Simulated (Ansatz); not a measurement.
Runs of Ansatz 0.2.0 on CaO. The structure is cubic, space group Fm-3m (No. 225). The conventional cell has a = 4.807 Å, b = 4.807 Å, c = 4.807 Å, α = 90.00°, β = 90.00°, γ = 90.00°. Ca (site symmetry m-3m) has 6 O at 2.40 Å as nearest neighbours. Around O (site symmetry m-3m) lie 6 Ca at 2.40 Å. The cell is a database's computed one.

```tsv
task	level	cell	cutoff (eV)	gap on the mesh (eV)	pressure (GPa)	relaxed volume (Å³/atom)
band structure	BLYP	as given	245	3.75	4.3	-
band structure	revPBE	as given	246	3.73	4.4	-
relaxation of cell and atoms	PBEsol+D3(BJ)	relaxed	-	3.52	0.0	(b)
relaxation of cell and atoms	PBEsol+D4	relaxed	-	3.53	0.0	(c)
band structure	PBEsol	as given	246	3.55	(a)	-
```

Alike in all rows: potentials or basis all-electron LAPW, scalar-relativistic; no spin polarisation; k mesh 10 × 10 × 10; smearing fermi-dirac 0.05 eV; basis error allowed 0.001 eV/atom.

Problem. Fill in the values left out.

Solution. (a) -2.7; (b) 13.16; (c) 13.40.

A k mesh can miss the band edges.
